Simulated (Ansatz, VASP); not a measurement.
# One calculation of Ru, two programs

INCAR

```
PREC = Accurate
ENCUT = 520
EDIFF = 1E-6
ISMEAR = -1
SIGMA = 0.1
LREAL = False
LASPH = True
NELM = 60
ALGO = Normal
ISIF = 2
LWAVE = False
LCHARG = False
GGA = PS
NBANDS = 28
```

File KPOINTS:

```
Automatic mesh
0
Gamma
  10 10 13
```

POSCAR

```
Ru
1.0
    4.3334679526      0.0000000000      0.0000000000
   -2.1667339763      3.7528933334      0.0000000000
    0.0000000000      0.0000000000      2.7196508868
Ru
3
Direct
    0.0000000000      1.0000000000      0.0000000000
    0.3333333333      0.6666666667      0.5000000000
    0.6666666667      0.3333333333      0.5000000000
```

Input for Ansatz:

```yaml
crystal:
  lattice:
    - [4.3334679526, 0.0, 0.0]
    - [-2.1667339763, 3.7528933334, 0.0]
    - [0.0, 0.0, 2.7196508868]
  atoms:
    - { symbol: Ru, position: [0.0, 1.0, 0.0] }
    - { symbol: Ru, position: [0.3333333333, 0.6666666667, 0.5] }
    - { symbol: Ru, position: [0.6666666667, 0.3333333333, 0.5] }
hamiltonian:
  xc: pbesol
  pseudopotentials:
    kind: paw
    azcp:
      Ru: "pseudopotentials/Ru.paw.azcp"
basis:
  ecutwfc: 420
  fft_grid_basis: typed
kpoints:
  mp_grid: { grid: [10, 10, 13], shift: [0, 0, 0] }
magnetization:
  spin_polarized: false
scf:
  occupations: { method: fermi_dirac, width: 0.1 }
  lower_state_search: "off"
output:
  stress: true
  write_density: true
  write_potential: true
  elf: true
  volumetric_format: npy
```

Alike in both runs: task single point; functional PBEsol; k mesh 10 × 10 × 13; occupations fermi-dirac, width 0.1 eV; no spin polarisation.

|  | VASP | Ansatz |
| --- | --- | --- |
| version | VASP 6.6.1 | Ansatz 0.2.0 |
| potentials or method | VASP PAW PBE potentials, release 64 (Ru_pv) | plane waves (420 eV) with PAW, scalar-relativistic |
| plane-wave cutoff (eV) | 520 | 420 |
| valence electrons in the cell | 42 | 48 |

Ansatz gave:

* pressure (GPa): -20.8
* largest component of the traceless stress (GPa): 2.04

Q: Which values does VASP return?

A: Pressure (GPa): -20.9; largest component of the traceless stress (GPa): 1.97.

With one functional, cell and mesh, what is left measures potentials, basis and numerics. The two sets of potentials don't hold the same shells in valence. Ansatz warned: «pseudo_functional_mismatch».

Caveats: so large a pressure means that the cell lies far from this level's equilibrium, or that cutoff or potentials fall short (VASP); the potentials were made for another functional, which shifts forces and pressure (VASP).
